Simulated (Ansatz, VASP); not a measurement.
# ZnSe (Stilleite): VASP beside Ansatz, part 2 of 2

Wanted: the spread between two codes on one cell, functional and k mesh. The cell is taken from a series of VASP runs on this material, whose earlier steps may have relaxed, scaled or displaced it; both programs get it as it stands.

VASP 6.6.1 and Ansatz 0.2.0.

So far. Step 4 (Differences): The walks stopped with 0.00 GPa left in Ansatz and 0.02 GPa in VASP; each walk ends within a tolerance, so the volume difference is uncertain by about these residues over the bulk modulus, most in soft cells.

### 5. VASP: single point, HSE06, volume scaled by 0.985

Level of this step: HSE06; plane waves and PAW (Se, Zn) (VASP).

With cell and atoms fixed, the geometry can't cause a difference; cores, projectors, grids and the points listed under the comparison can. The cell compared in this pair holds 45.77 Å³, against 43.39 Å³ for the pair before.

The run reads the wave functions of an earlier VASP run, which isn't shown here.

The input asks for a relaxation, which ended at its first step since no free force or stress exceeded the threshold; so it serves as a single point.

INCAR reads:

```
SYSTEM = ZnSe
PREC = Accurate
ENCUT = 450
EDIFF = 1E-06
NELM = 100
ISMEAR = 0
SIGMA = 0.03
LREAL = .FALSE.
ALGO = Normal
LHFCALC = .TRUE.
AEXX = 0.25
GGA = PE
HFSCREEN = 0.2
LASPH = .TRUE.
NBANDS = 15
PRECFOCK = Fast
LORBIT = 11
LWAVE = .FALSE.
LCHARG = .FALSE.
KPAR = 8
IBRION = 2
NSW = 30
ISIF = 4
EDIFFG = -0.01
```

POSCAR reads:

```
ZnSe
1.0
    0.0000000000      2.8390642561      2.8390642561
    2.8390642561      0.0000000000      2.8390642561
    2.8390642561      2.8390642561      0.0000000000
Se Zn
1 1
Direct
    0.7500000000      0.7500000000      0.7500000000
    0.0000000000      0.0000000000      0.0000000000
```

KPOINTS reads:

```
Automatic mesh
0
Gamma
4 4 4
0 0 0
```

Potentials, in the order of the species: Se and Zn (PBE family, release 64).

The run is started by

```sh
mpirun -np 8 vasp_std
```

Numbers of over 12 decimals in the logs are rounded to 6 here.

Log:

```text
[banner, memory and clock lines left out]
running    8 mpi-ranks, on    1 nodes
[...]
[... a notice as in an earlier step ...]

 LDA part: xc-table for (Slater+PW92), standard interpolation
 found WAVECAR, reading the header
 POSCAR, INCAR and KPOINTS ok, starting setup
[...]
reading WAVECAR
 the WAVECAR file was read successfully
 initial charge from wavefunction
 entering main loop
       N       E                     dE             d eps       ncg     rms          rms(c)
DAV:   1    -0.743085068582E+01   -0.74309E+01   -0.88230E-01   289   0.268E+01    0.234E+00
DAV:   2    -0.739795977054E+01    0.32891E-01   -0.22078E-01   282   0.944E+00    0.121E+00
DAV:   3    -0.739716281159E+01    0.79696E-03   -0.24043E-02   303   0.251E+00    0.794E-01
DAV:   4    -0.739671169866E+01    0.45111E-03   -0.21601E-03   247   0.521E-01    0.474E-01
DAV:   5    -0.739660646280E+01    0.10524E-03   -0.37137E-04   314   0.168E-01    0.281E-01
DAV:   6    -0.739658561114E+01    0.20852E-04   -0.57152E-05   261   0.679E-02    0.160E-01
DAV:   7    -0.739657501518E+01    0.10596E-04   -0.53781E-06   261   0.225E-02    0.891E-02
DAV:   8    -0.739657175185E+01    0.32633E-05   -0.23132E-06   261   0.113E-02    0.481E-02
DAV:   9    -0.739657096089E+01    0.79096E-06   -0.87273E-07   204   0.681E-03
   1 F= -.73965710E+01 E0= -.73965710E+01  d E =-.739657E+01
[...]
reached required accuracy - stopping structural energy minimisation
```

OUTCAR, selected parts (step 5):

```text
  Total        0.2618204      0.2618204      0.2618204      0.0000000     -0.0000000     -0.0000000
  in kB        9.1655476      9.1655476      9.1655476      0.0000000     -0.0000000     -0.0000000
  external PRESSURE =       9.1655476 kB  Pullay stress =       0.0000000 kB

 POSITION                                       TOTAL-FORCE (eV/Angst)
 -----------------------------------------------------------------------------------
      4.25860      4.25860      4.25860         0.000000      0.000000      0.000000
      0.00000      0.00000      0.00000        -0.000000     -0.000000     -0.000000
 -----------------------------------------------------------------------------------
    total drift:                                0.000434      0.000360      0.000221

  FREE ENERGIE OF THE ION-ELECTRON SYSTEM (eV)
  ---------------------------------------------------
  free  energy   TOTEN  =        -7.3965709609 eV

  energy  without entropy=       -7.3965709609  energy(sigma->0) =       -7.39657096

[... 1 part as in an earlier step ...]

[... 3 further parts left out ...]
[key lines of the parts left out:]
E-fermi :   1.0933
```

### 6. Ansatz: single point, HSE06, volume scaled by 0.985

The same cell, functional, mesh and smearing now go to Ansatz, which takes its cutoff from its data sets.

The cell is a member of a volume series, scaled by 0.985 from a relaxed one, so a pressure remains.

input.yaml reads:

```yaml
crystal:
  lattice:
    - [0.0, 2.83906426, 2.83906426]
    - [2.83906426, 0.0, 2.83906426]
    - [2.83906426, 2.83906426, 0.0]
  atoms:
    - { symbol: Se, position: [0.75, 0.75, 0.75] }
    - { symbol: Zn, position: [0.0, 0.0, 0.0] }
hamiltonian:
  xc: { exchange: pbe, correlation: pbe, exx: { coeff: 0.25, omega: 0.2 } }
  pseudopotentials: { kind: paw }
kpoints:
  mp_grid: { grid: [4, 4, 4] }
scf:
  occupations: { method: gaussian, width: 0.03 }
  n_extra_bands: 4
output:
  forces: true
  stress: true
  eigenvalues: true
  write_density: true
  write_potential: true
  elf: true
  volumetric_format: npy
```

The run is started by

```sh
ansatz run input.yaml --threads 4 --pin off --max-ram 9216MiB --backend cpu --events-out ev --progress --plain --runs-dir out
```

Log:

```text
[...]
P = ⅓ Tr σ = 1.0631 GPa (10.631 kbar)
--- Band table (eV; the first three rows and the last of 8) ---
  k-point 0: bands = [... 10 lower, -1.8674, 6.0597, 6.0597, 6.0597, 8.4906, 13.0302, 13.0302, 13.0302]
  k-point 1: bands = [... 10 lower, -1.8679, 2.8500, 5.5662, 5.5662, 9.9543, 13.6852, 13.6852, 13.8059]
  k-point 2: bands = [... 10 lower, -1.6842, 0.5624, 5.1554, 5.1554, 9.7292, 13.5761, 13.5761, 15.7974]
  k-point 7: bands = [... 10 lower, -1.5306, 1.1694, 3.0875, 3.3122, 12.5094, 12.9484, 14.2724, 14.8468]
[key lines of the parts left out:]
Free energy (F): -8791.131325 eV
Fermi energy:    7.275363 eV
```

Elapsed: 5.7 s, on 4 threads of Arm Neoverse V1, shared host; peak memory 0.72 GiB.

The run ends at a pressure of 1.06 GPa.

### 7. Comparison

What differs besides the data sets and the points named for the pairs above, as far as they apply: exact exchange at q = 0 is treated differently, which shows on coarse meshes; VASP keeps PBE cores, Ansatz makes them for the functional; VASP takes a coarser grid for exact exchange (PRECFOCK = Fast). Total energies have different zeros and are not compared.

Compared:

```tsv
quantity	Ansatz	VASP	difference
pressure (GPa)	1.06	0.92	+0.15
pressure without Ansatz's Pulay correction (GPa)	0.97	0.92	+0.06
gap on the k mesh (eV)	2.431	2.421	+0.010
```

A gap on the mesh is an upper bound, since the band edges may lie between its points. Ansatz's pressure holds a Pulay correction of 0.09 GPa; VASP's holds none.

### 8. Outcome

- difference in volume (relaxation of cell and atoms, LDA): -0.34 %
- difference in gap on the k mesh (single point, HSE06, volume scaled by 0.985): 0.010 eV

What this shows: The difference in volume is -0.34 % (relaxation of cell and atoms, LDA), within the 1.2 % picked in this series as the mark of a large difference, as far as the stopping tolerances let one tell. Such differences can come from data sets, numerical settings and the points named under the comparisons, not from the functional's error against experiment.

[Lines on the potential files, build, host, timing and source positions are cut from VASP's logs without a mark.]

[Logs are printed without paths, hosts, clocks, repeated set-up lines and the standing remarks that a program may print on its own settings, such as how far it seeks lower states.]

[Hosts, paths, dates, database ids (printed as entryN), source tags and the programs' standing remarks are cut or masked in the printed files.]
